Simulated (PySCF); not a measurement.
## Nuclear quadrupole coupling in methyl methacrylate

Compound: methyl methacrylate, C₅H₈O₂.
Geometry (PBE0-D3(BJ)/def2-TZVP, Å), atoms numbered from 1 in this order:
```
atom  x, y, z in Å
C1    -1.5754    1.0593   -0.0989
C2    -0.6971    0.0641   -0.1754
C3    -1.0673   -1.3608   -0.4283
C4     0.7402    0.4160    0.0098
O5     1.1736    1.5258    0.1801
O6     1.5210   -0.6734   -0.0347
C7     2.9109   -0.4248    0.1342
H8    -2.6374    0.8811   -0.2208
H9    -1.2384    2.0715    0.0876
H10   -2.1458   -1.4581   -0.5560
H11   -0.5724   -1.7432   -1.3240
H12   -0.7531   -2.0019    0.3986
H13    3.1031    0.0317    1.1061
H14    3.3976   -1.3950    0.0652
H15    3.2781    0.2446   -0.6448
```

Field gradients from the PBE0/pcSseg-2 density (PySCF, non-relativistic), principal values in atomic units, ordered |Vxx| ≤ |Vyy| ≤ |Vzz|:

```
atom      Vxx      Vyy      Vzz
  O5   0.6565   0.8785  -1.5351
  O6  -0.5198  -1.1244   1.6442
```

**Question.** Find the asymmetry η = (Vxx − Vyy)/Vzz and the couplings χ = eQV/h (234.96 MHz × Q in barn × V in au), with Q(17O) = −0.0256 b.

**Answer.** 
```csv
atom,environment,nucleus,η,χzz (MHz),χxx (MHz),χyy (MHz)
O5,ester carbonyl oxygen,17O,0.14,9.23,-3.95,-5.28
O6,ester single-bonded oxygen,17O,0.37,-9.89,3.13,6.76
```

The tensor is traceless: Vxx + Vyy + Vzz = 0.

**Question.** What is Vzz at O5 in SI units (1 au = 9.71736 × 10²¹ V/m²)?

**Answer.** -1.5351 au = -14.917 × 10²¹ V/m².

**Question.** And the gradient at the other heavy atoms, for which no coupling is worked out here?

**Answer.** 
| atom | environment | Vzz (au) | η |
| --- | --- | --- | --- |
| C1 | terminal =CH2 carbon | 0.403 | 0.29 |
| C2 | fully substituted alkene carbon | 0.286 | 0.88 |
| C3 | allylic carbon | 0.081 | 0.28 |
| C4 | ester carbonyl carbon | -0.408 | 0.97 |
| C7 | methoxy carbon | 0.477 | 0.01 |

Were the hydrogens deuterons (Q(2H) = 0.00286 b), χzz would run from 187 kHz (H15 and H13) to 200 kHz (H8).

Isolated species at its PBE0-D3(BJ)/def2-TZVP geometry (one conformer only).
